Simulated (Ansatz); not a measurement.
Ansatz input

```yaml
crystal:
  lattice:
    - [4.2602399681, 0.0, 0.0]
    - [-2.1301199841, 3.6894760386, 0.0]
    - [0.0, 0.0, 2.6691070069]
  atoms:
    - { symbol: Re, position: [0.0, 0.0, 1.0] }
    - { symbol: Re, position: [0.3333333333, 0.6666666667, 0.5] }
    - { symbol: Re, position: [0.6666666667, 0.3333333333, 0.5] }
hamiltonian:
  xc: pbe
  pseudopotentials:
    kind: paw
    azcp:
      Re: "pseudopotentials/Re.paw.azcp"
basis:
  ecutwfc: 420
  fft_grid_basis: typed
kpoints:
  mp_grid: { grid: [9, 9, 13], shift: [0, 0, 0] }
magnetization:
  spin_polarized: false
scf:
  occupations: { method: fermi_dirac, width: 0.1 }
  lower_state_search: "off"
output:
  stress: true
```

Terminal output

```
Engine: ansatz 0.2.0, x86_64-unknown-linux-gnu
Pseudopotentials: kind: paw
Pseudopotential: Re, paw, valence charge 15, recommended cutoff 420 eV (normal) 
Functional definition: PBE
  parameter kappa = 0.804
  parameter beta = 0.06672455060314922
  exchange = pbe_x(kappa = kappa, mu = beta*pi^2/3)
  correlation = pbe_c(beta = beta)
Crystal: 3 atoms, lattice volume = 41.953 Å³
Basis set: ecut = 420 eV, 819 PW (Γ)
Bands: 27, of which v1, the nominal top of the filled ones, is band 23 counted from 1 (22 counted from 0)
Symmetry: 24 space group operations
Space group: P6/mmm (ITA 191), of the structure as read, at distance tolerance 3.5e-5 Å
k-points: 84 of 1053
Non-local potential: Re, projectors of the file, l = 0: 3, l = 1: 2, l = 2: 2, l = 3: 1
PAW form: soft (Blöchl's): semilocal exchange-correlation on the pseudo side does not see the compensation charge
PAW one-centre angular grid: Re, 590 points (default); XC on 64 Gauss nodes
Initial density: superposition of atomic densities (neutral atoms: chi_scale 0, normalization atom), corrected by the library's trained network
Initial wavefunctions: pseudopotential atomic-orbital guess
Functional: x = pbe(κ = 0.804, μ = 0.2195149727645171), c = pbe(β = 0.06672455060314922)
SCF iter   1: F=—  HF=-32603.369383 eV  |F-HF|=—  |Δ(HF+E_count)|=         —  Δρ=1.15e-2  dr2=6.72e-2  ethr=1.77e-3  ⟨swp⟩=5.1  Hψ=8874  notcnv=0
SCF iter   2: F=—  HF=-32603.369099 eV  |F-HF|=—  |Δ(HF+E_count)|=   2.85e-4  Δρ=7.47e-3  dr2=3.48e-2  ethr=1.49e-4  ⟨swp⟩=1.0  Hψ=2940  notcnv=0
SCF iter   3: F=—  HF=-32603.366456 eV  |F-HF|=—  |Δ(HF+E_count)|=   2.64e-3  Δρ=7.58e-4  dr2=9.57e-5  ethr=7.73e-5  ⟨swp⟩=2.0  Hψ=2633  notcnv=0
SCF iter   4: F=—  HF=-32603.366439 eV  |F-HF|=—  |Δ(HF+E_count)|=   1.63e-5  Δρ=1.86e-4  dr2=1.63e-5  ethr=2.13e-7  ⟨swp⟩=2.9  Hψ=4434  notcnv=0
SCF iter   5: F=—  HF=-32603.366436 eV  |F-HF|=—  |Δ(HF+E_count)|=   3.19e-6  Δρ=2.56e-5  dr2=1.23e-7  ethr=3.62e-8  ⟨swp⟩=2.2  Hψ=3446  notcnv=0
SCF iter   6: F=-32603.366436 eV  HF=-32603.366436 eV  |F-HF|=1.46e-11  |Δ(HF+E_count)|=   3.80e-8  Δρ=5.24e-6  dr2=4.53e-9  ethr=2.22e-10  ⟨swp⟩=4.0  Hψ=6924  notcnv=0
SCF 1 converged in 6 iterations: F = -32603.366436 eV  dr2 = 4.53e-9
SCF converged after 6 iterations
Free energy (F): -32603.366436 eV
Harris-Foulkes:  -32603.366436 eV  (|F-HF|=1.46e-11)
Internal energy: -32603.301020 eV  (E = F + TS)
E sigma→0 (E₀):  -32603.333728 eV
Entropy (-TS):   -0.065416 eV (-21.805 meV/atom)
Fermi energy:    25.513313 eV
--- Per-component energies (eV) ---
  E_band       = -151.620925
  E_kinetic    = 1638.250431
  E_local      = -2171.291169  (includes V_loc(G=0)·N_el)
  E_nonlocal   = 146.238529
  E_hartree    = 792.729856
  E_xc         = -1216.515920
  E_vxc        = -918.241774  (∫ρ·V_xc dr)
  E_paw        = -25978.188925  (= ΣΔE_a)
  E_vpaw       = -432.036132  (= ΣTr[D̂ρ^β])
  E_aug_tail   = -0.000223  (compensation charges beyond the density's cutoff)
  E_ewald      = -5814.523600
  E_smearing   = -0.065416  (= −TS)
  E_closure    = 0.000000  (closes the sum)
  Σ components = -32603.366436   (vs F -32603.366436, Δ=0.00e0)
--- Stress (GPa, compression-positive) ---
       36.494278       0.000000       0.000000
       -0.000000      36.494278       0.000000
        0.000000       0.000000      31.466502
  P = ⅓ Tr σ = 34.8184 GPa (348.184 kbar)
```
